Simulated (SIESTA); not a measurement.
## CdSe (Cadmoselite) under changes of volume

One of the cells (28.665 Å³/atom); the others are scaled copies at fixed shape and fractional positions:

```
Cd Se
1.0
     4.32848    0.00000    0.00000
    -2.16424    3.74857    0.00000
     0.00000    0.00000    7.06649
Cd Se
2 2
Direct
  0.66667 0.33333 0.50000
  0.33333 0.66667 0.00000
  0.66667 0.33333 0.88500
  0.33333 0.66667 0.38500
```

* Program: SIESTA 5.4.2
* Functional: PBE
* Potentials or basis: PseudoDojo 0.4 standard (PBE files)
* Basis: DZP (energy shift 0.003 Ry; two zetas on semicore shells)
* Grid cutoff: 800 Ry
* Energy shift: 0.003 Ry
* k mesh: 7 × 7 × 4
* Occupations: fermi-dirac, width 0.05 eV
* Spin: no spin polarisation

```csv
volume (Å³/atom),energy over the lowest point (meV/atom),pressure (GPa),gap on the mesh (eV),largest force (eV/Å)
26.416,70.89,7.5,1.12,0.401
26.978,?,?,?,?
27.540,29.27,4.5,0.99,0.347
28.665,6.81,2.0,0.86,0.300
29.227,1.85,1.0,0.80,0.279
29.789,0.00,0.1,0.75,0.258
```

Task: What does the run at 26.978 Å³/atom give?

Result: Energy over the lowest point 47.35 meV/atom; pressure 5.9 GPa; gap on the mesh 1.05 eV; largest force 0.373 eV/Å.

Worked out: A Birch-Murnaghan fit of order 3 (a polynomial in V^(-2/3)) to the other rows has its minimum at 29.81 Å³/atom, just outside them, with B0 = V·E''(V) = 46 GPa and B' = 4.9 at fixed shape and positions, which overstates the stiffness. It gives 47.37 meV/atom at 26.978 Å³/atom, against the run's 47.35, and -dE/dV = 5.9 GPa, against 5.9. A straight line through the other rows of the gap, of slope -3.12 eV per unit of ln V (its deformation potential), gives 1.05 eV, against the run's 1.05.

Energies are extrapolated to zero smearing.

Caveats: an odd mesh through Γ misses points on the zone boundary, where band edges often lie; the basis of atomic orbitals isn't converged, which shifts pressures, moduli and gaps. Spin-orbit coupling on Cd, Se is left out.
